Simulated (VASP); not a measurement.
# H3C2 in VASP: a series of runs

The runs below take H3C2 through single point, molecular dynamics, with PBE.

Program: VASP 6.6.1. These are calculated values, not measurements. Logs are shortened: lines on timing, memory, paths and dates and some standing lists are left out, and cuts for length are marked.

**1. The structure**

The cell holds a amorphous, 10 atoms: a = 4.138 Å, b = 4.874 Å, c = 5.114 Å, α = 95.74°, β = 97.95°, γ = 78.69°.

The cell was built by a generator and needn't be a form met in nature.

**2. Single point, PBE**

Contents of INCAR:

```
SYSTEM = H3C2
ALGO     = Fast           ! electronic algorithm
EDIFF    = 1E-7           ! SCF threshold, eV
ENCUT    = 520            ! plane-wave cutoff, eV
GGA      = PE             ! functional
ISIF     = 2              ! what is computed and relaxed
ISMEAR   = -1             ! smearing method
LASPH    = .TRUE.         ! aspherical terms in the spheres
LCHARG   = .FALSE.        ! write CHGCAR
LREAL    = .FALSE.        ! projectors in reciprocal space
LWAVE    = .FALSE.        ! write WAVECAR
NBANDS   = 22             ! bands
NELM     = 60             ! most SCF steps
PREC     = Accurate       ! precision mode
SIGMA    = 0.1            ! smearing width, eV
```

Contents of KPOINTS:

```
k-points
0
G
  4 3 3
  0 0 0
```

Contents of POSCAR:

```
H3C2
1.0
    4.1368420000      0.1127960000      0.0118200000
    0.8262500000      4.7985370000     -0.2246160000
   -0.7172870000     -0.1594970000      5.0606330000
C H
4 6
Direct
    0.0129619433      0.9611407207      0.9268410442
    0.5274664661      0.6034569890      0.4400885109
    0.5268411242      0.0803822354      0.2377016618
    0.1441236863      0.4062924254      0.7021499558
    0.9126453865      0.8926632749      0.4504191443
    0.4889753966      0.9670468846      0.7404197289
    0.8971286065      0.3154437898      0.2307831179
    0.0782402853      0.6881964283      0.2713544193
    0.7893836982      0.5615996375      0.9354781801
    0.6161140485      0.3120733671      0.7408277193
```

Potentials or basis: VASP PAW PBE potentials, release 64 (C, H).

Launch:

```
cat potpaw_PBE.64/C/POTCAR potpaw_PBE.64/H/POTCAR > POTCAR
mpirun -np 1 vasp_std > vasp.out
```

OUTCAR:

```text
SYSTEM = H3C2
   EDIFF = 1E-7
   ENCUT = 520
   GGA = PE
   ISIF = 2
   ISMEAR = -1
   LASPH = .TRUE.
   LREAL = .FALSE.
   NELM = 60
   PREC = Accurate

 ion  position               nearest neighbor table
   1  0.013  0.961  0.927-
   2  0.527  0.603  0.440-
   3  0.527  0.080  0.238-
   4  0.144  0.406  0.702-
   5  0.913  0.893  0.450-
   6  0.489  0.967  0.740-
   7  0.897  0.315  0.231-
   8  0.078  0.688  0.271-
   9  0.789  0.562  0.935-
  10  0.616  0.312  0.741-

  LATTYP: Found a triclinic cell.
 ALAT       =     4.1383963540
 B/A-ratio  =     1.3875260840
 C/A-ratio  =     1.2356723188
 COS(alpha) =     0.0146701291
 COS(beta)  =     0.1382385577
 COS(gamma) =     0.5542033808

  Lattice vectors:

 A1 = (   4.1368420000,   0.1127960000,   0.0118200000)
 A2 = (   3.3105920000,  -4.6857410000,   0.2364360000)
 A3 = (   0.7172870000,   0.1594970000,  -5.0606330000)

Analysis of symmetry for initial positions (statically):
=====================================================================
 Subroutine PRICEL returns:
 Original cell was already a primitive cell.

 Routine SETGRP: Setting up the symmetry group for a
 triclinic supercell.

 Subroutine GETGRP returns: Found  1 space group operations
 (whereof  1 operations were pure point group operations)
 out of a pool of  2 trial point group operations.

The static configuration has the point symmetry C_1 .

Analysis of symmetry for dynamics (positions and initial velocities):
=====================================================================
 Subroutine PRICEL returns:
 Original cell was already a primitive cell.

 Routine SETGRP: Setting up the symmetry group for a
 triclinic supercell.

 Subroutine GETGRP returns: Found  1 space group operations
 (whereof  1 operations were pure point group operations)
 out of a pool of  2 trial point group operations.

The dynamic configuration has the point symmetry C_1 .

 Subroutine INISYM returns: Found  1 space group operations
 (whereof  1 operations are pure point group operations),
 and found     1 'primitive' translations

----------------------------------------------------------------------------------------

                                     Primitive cell

  volume of cell :      99.8950

  direct lattice vectors                    reciprocal lattice vectors
     4.136842000  0.112796000  0.011820000     0.242732925 -0.040244590  0.033136226
     0.826250000  4.798537000 -0.224616000    -0.005733063  0.209655282  0.005795152
    -0.717287000 -0.159497000  5.060633000    -0.000821407  0.009399540  0.197783561

  length of vectors
     4.138396354  4.874330595  5.113701819     0.248267818  0.209813701  0.198008492

  position of ions in fractional coordinates (direct lattice)
     0.012961943  0.961140721  0.926841044
     0.527466466  0.603456989  0.440088511
     0.526841124  0.080382235  0.237701662
     0.144123686  0.406292425  0.702149956
     0.912645387  0.892663275  0.450419144
     0.488975397  0.967046885  0.740419729
     0.897128606  0.315443790  0.230783118
     0.078240285  0.688196428  0.271354419
     0.789383698  0.561599638  0.935478180
     0.616114049  0.312073367  0.740827719

  ion indices of the primitive-cell ions
   primitive index   ion index
                 1           1
                 2           2
                 3           3
                 4           4
                 5           5
                 6           6
                 7           7
                 8           8
                 9           9
                10          10

----------------------------------------------------------------------------------------

 KPOINTS: k-points

Automatic generation of k-mesh.
 Grid dimensions read from file:
 generate k-points for:    4    3    3

 Generating k-lattice:

  Cartesian coordinates                     Fractional coordinates (reciprocal lattice)
     0.060683231 -0.010061147  0.008284057     0.250000000  0.000000000  0.000000000
    -0.001911021  0.069885094  0.001931717     0.000000000  0.333333333 -0.000000000
    -0.000273802  0.003133180  0.065927854    -0.000000000  0.000000000  0.333333333

  Length of vectors
     0.062066954  0.069937900  0.066002831

  Shift w.r.t. Gamma in fractional coordinates (k-lattice)
     0.000000000  0.000000000  0.000000000

 Subroutine IBZKPT returns following result:
 ===========================================

 Found     19 irreducible k-points:

 Following reciprocal coordinates:
            Coordinates               Weight
  0.000000  0.000000  0.000000      1.000000
  0.250000  0.000000  0.000000      2.000000
  0.500000  0.000000  0.000000      1.000000
 -0.000000  0.333333 -0.000000      2.000000
  0.250000  0.333333  0.000000      2.000000
  0.500000  0.333333  0.000000      2.000000
[... 11 lines left out ...]
  0.500000 -0.333333  0.333333      2.000000
 -0.250000 -0.333333  0.333333      2.000000
   k-points           NKPTS =     19   k-points in BZ     NKDIM =     19   number of bands    NBANDS=     22
   number of dos      NEDOS =    301   number of ions     NIONS =     10
   total plane-waves  NPLWV =  46080
   dimension x,y,z NGX =    32 NGY =   36 NGZ =   40
   dimension x,y,z NGXF=    64 NGYF=   72 NGZF=   80
   ions per type =               4   6
   NGX,Y,Z   is equivalent  to a cutoff of  12.85, 12.28, 13.00 a.u.
   NGXF,Y,Z  is equivalent  to a cutoff of  25.71, 24.56, 26.01 a.u.
 SYSTEM =  H3C2
   PREC   = accura    normal or accurate (medium, high low for compatibility)
   ISTART =      0    job   : 0-new  1-cont  2-samecut
   ICHARG =      2    charge: 1-file 2-atom 10-const
   ISPIN  =      1    spin polarized calculation?
   LNONCOLLINEAR =      F non collinear calculations
   LSORBIT =      F    spin-orbit coupling
   LASPH  =      T    aspherical Exc in radial PAW
   ENCUT  =  520.0 eV  38.22 Ry    6.18 a.u.   7.69  9.06  9.51*2*pi/ulx,y,z
   NELM   =     60;   NELMIN=  2; NELMDL= -5     # of ELM steps
   EDIFF  = 0.1E-06   stopping-criterion for ELM
   LREAL  =      F    real-space projection
   EDIFFG = 0.1E-05   stopping-criterion for IOM
   NSW    =      0    number of steps for IOM
   IBRION =     -1    ionic relax: 0-MD 1-quasi-New 2-CG
   NFREE  =      0    steps in history (QN), initial steepest desc. (CG)
   ISIF   =      2    stress and relaxation
   ISYM   =      2    0-nonsym 1-usesym 2-fastsym
   POTIM  = 0.5000    time-step for ionic-motion
   TEBEG  =    0.0;   TEEND  =   0.0 temperature during run
   PSTRESS=    0.0 pullay stress
   NELECT =      22.0000    total number of electrons
   NUPDOWN=      -1.0000    fix difference up-down
   EMIN   =  10.00;   EMAX   =-10.00  energy-range for DOS
   EFERMI =   0.00;   METHOD = LEGACY
   ISMEAR =    -1;   SIGMA  =   0.10  broadening in eV -4-tet -1-fermi 0-gaus
   EFERMI_NEDOS =   21; number of points for ismear=-14 and -15
   IALGO  =     68    algorithm
   IMIX   =      4    mixing-type and parameters
     AMIX     =   0.40;   BMIX     =  1.00
     AMIX_MAG =   1.60;   BMIX_MAG =  1.00
  volume/ion in A,a.u.               =       9.99        67.41
  Fermi-wavevector in a.u.,A,eV,Ry     =   0.988632  1.868243 13.298229  0.977392
  Thomas-Fermi vector in A             =   2.120172
   LORBIT       =      0    0 simple, 1 ext, 2 COOP (PROOUT), +10 PAW based schemes
   GGA     = PE    functional components
   LHFCALC =     F    Hartree Fock is set to
   AEXX    =    0.0000 exact exchange contribution
   IVDW    =     0    specifies the selected vdW correction
   LEPSILON=     F    determine dielectric tensor
   LRPA    =     F    only Hartree local field effects (RPA)
 non-spin polarized calculation
 RMM-DIIS sequential band-by-band and
  energy-cutoff  :      520.00
  volume of cell :       99.90
 maximum number of plane-waves:      2702
 NGX is ok and might be reduce to    32
   NGX = 15   NGY = 19   NGZ = 19

 number of electron      22.0000000 magnetization

 Free energy of the ion-electron system (eV)
  ---------------------------------------------------
  ext. energy  EPLUGINS =         0.00000000
  ---------------------------------------------------
  free energy    TOTEN  =       -26.93593385 eV

  energy without entropy =      -26.79737310  energy(sigma->0) =      -26.86665347

 E-fermi :  -0.4997     XC(G=0):  -8.8552

 val. band max:       -0.5193856128   @ k =   0.5000   0.3333   0.0000
 cond. band min:      -0.4916941393   @ k =   0.2500  -0.3333   0.3333
 fundamental gap:      0.0276914735
 Fermi energy:        -0.4997109396

 k-point     1 :       0.0000    0.0000    0.0000
  band No.  band energies     occupation
      1     -11.8410      2.00000
      2      -9.0582      2.00000
      3      -8.8759      2.00000
      4      -7.3201      2.00000
      5      -4.0901      2.00000
      6      -3.8885      2.00000
[... 14 lines left out ...]
     21       4.0079      0.00000
     22       4.8625      0.00000

 k-point     2 :       0.2500    0.0000    0.0000
  band No.  band energies     occupation
      1     -11.4269      2.00000
      2      -9.1387      2.00000
      3      -8.8469      2.00000
      4      -7.5657      2.00000
      5      -5.3012      2.00000
      6      -3.9632      2.00000
[... 14 lines left out ...]
     21       3.8810      0.00000
     22       4.7351      0.00000

 k-point     3 :       0.5000    0.0000    0.0000
  band No.  band energies     occupation
      1     -10.4039      2.00000
      2     -10.1934      2.00000
      3      -8.3437      2.00000
      4      -8.1229      2.00000
      5      -5.1603      2.00000
      6      -4.6845      2.00000
[... 14 lines left out ...]
     21       3.9169      0.00000
     22       4.7944      0.00000

 k-point     4 :      -0.0000    0.3333   -0.0000
  band No.  band energies     occupation
      1     -11.3340      2.00000
      2     -10.0111      2.00000
      3      -8.5433      2.00000
      4      -7.7392      2.00000
      5      -4.3705      2.00000
      6      -3.4109      2.00000
[... 14 lines left out ...]
     21       3.9900      0.00000
     22       5.0631      0.00000

 k-point     5 :       0.2500    0.3333    0.0000
  band No.  band energies     occupation
      1     -11.0880      2.00000
      2      -9.4691      2.00000
      3      -8.7100      2.00000
      4      -8.1092      2.00000
      5      -5.3238      2.00000
      6      -3.8643      2.00000
[... 292 lines left out ...]
 k-point    17 :       0.2500   -0.3333    0.3333
  band No.  band energies     occupation
      1     -10.4376      2.00000
      2      -9.9177      2.00000
      3      -8.8237      2.00000
      4      -8.5389      2.00000
      5      -5.6813      2.00000
      6      -4.7152      2.00000
[... 14 lines left out ...]
     21       3.8277      0.00000
     22       4.6664      0.00000

 k-point    18 :       0.5000   -0.3333    0.3333
  band No.  band energies     occupation
      1      -9.9734      2.00000
      2      -9.5612      2.00000
      3      -9.0316      2.00000
      4      -8.5839      2.00000
      5      -5.7985      2.00000
      6      -5.1933      2.00000
[... 14 lines left out ...]
     21       3.9020      0.00000
     22       4.5169      0.00000

 k-point    19 :      -0.2500   -0.3333    0.3333
  band No.  band energies     occupation
      1     -10.8208      2.00000
      2      -9.8029      2.00000
      3      -8.4394      2.00000
      4      -8.3025      2.00000
      5      -4.9050      2.00000
      6      -4.5264      2.00000
[... 14 lines left out ...]
     21       3.8955      0.00000
     22       4.6292      0.00000

------------------------ aborting loop because EDIFF is reached ----------------------------------------

  FORCE on cell =-STRESS in cart. coord.  units (eV):
  Direction    XX          YY          ZZ          XY          YZ          ZX
  --------------------------------------------------------------------------------------
  -------------------------------------------------------------------------------------
  Total      -19.3821147    -14.6524795    -12.0330894      1.5841691     -1.2687813     -0.1416243
  in kB     -310.8622070   -235.0054266   -192.9940456     25.4078733    -20.3494907     -2.2714568
  external PRESSURE =    -246.2872264 kB  Pullay stress =       0.0000000 kB

 VOLUME and BASIS-vectors are now :
 -----------------------------------------------------------------------------
  energy-cutoff  :      520.00
  volume of cell :       99.90
      direct lattice vectors                 reciprocal lattice vectors
     4.136842000  0.112796000  0.011820000     0.242732925 -0.040244590  0.033136226
     0.826250000  4.798537000 -0.224616000    -0.005733063  0.209655282  0.005795152
    -0.717287000 -0.159497000  5.060633000    -0.000821407  0.009399540  0.197783561

 POSITION                                       TOTAL-FORCE (eV/Angst)
 -----------------------------------------------------------------------------------
      0.18295      4.46570      4.47467        -0.289219      0.362305      0.410550
      2.36498      2.88501      2.09781        -0.744044     -0.185142     -0.039397
      2.07537      0.40723      1.19109         1.509101     -0.273230      0.280941
      0.42827      1.85387      3.46377         0.008774     -0.067014      0.321278
      4.18995      4.31458      2.08969        -0.503714     -0.423641     -1.452976
      2.29074      4.57747      3.53556         0.110679      0.113842      0.090147
      3.80638      1.57805      1.10766        -0.998575     -0.354530     -0.099217
      0.69765      3.26788      1.21957         0.522687      0.777296      1.158629
      3.05857      2.63469      4.61730         1.108656     -0.519131     -0.657693
      2.27523      1.44883      3.68624        -0.724344      0.569244     -0.012261
 -----------------------------------------------------------------------------------
    total drift:                                0.000009      0.000041      0.000020

  FREE ENERGIE OF THE ION-ELECTRON SYSTEM (eV)
  ---------------------------------------------------
  free  energy   TOTEN  =       -26.9359338500 eV

  energy  without entropy=      -26.7973730952  energy(sigma->0) =      -26.86665347
```

Run time: 33 s. Hardware: 1 thread of Intel Xeon Platinum 8259CL at 2.50GHz (Skylake/Cascade Lake), shared host; peak memory 0.2 GiB.

Results:

```
Free energy            : -26.9359 eV
Pressure               : -24.6 GPa
Largest force          : 1.595 eV/Å
Band gap on the k mesh : none (metal or under the smearing width)
```

Forces in eV/Å, atoms in the order of the input:
```
C   -0.289  0.362  0.411
C   -0.744 -0.185 -0.039
C    1.509 -0.273  0.281
C    0.009 -0.067  0.321
H   -0.504 -0.424 -1.453
H    0.111  0.114  0.090
H   -0.999 -0.355 -0.099
H    0.523  0.777  1.159
H    1.109 -0.519 -0.658
H   -0.724  0.569 -0.012
```

Caveat: the k mesh is coarse (spacing up to 0.44 Å⁻¹), so the values aren't converged; so large a pressure means that the cell lies far from this level's equilibrium, or that cutoff or potentials fall short.

(Part 1 of 3 ends here.)
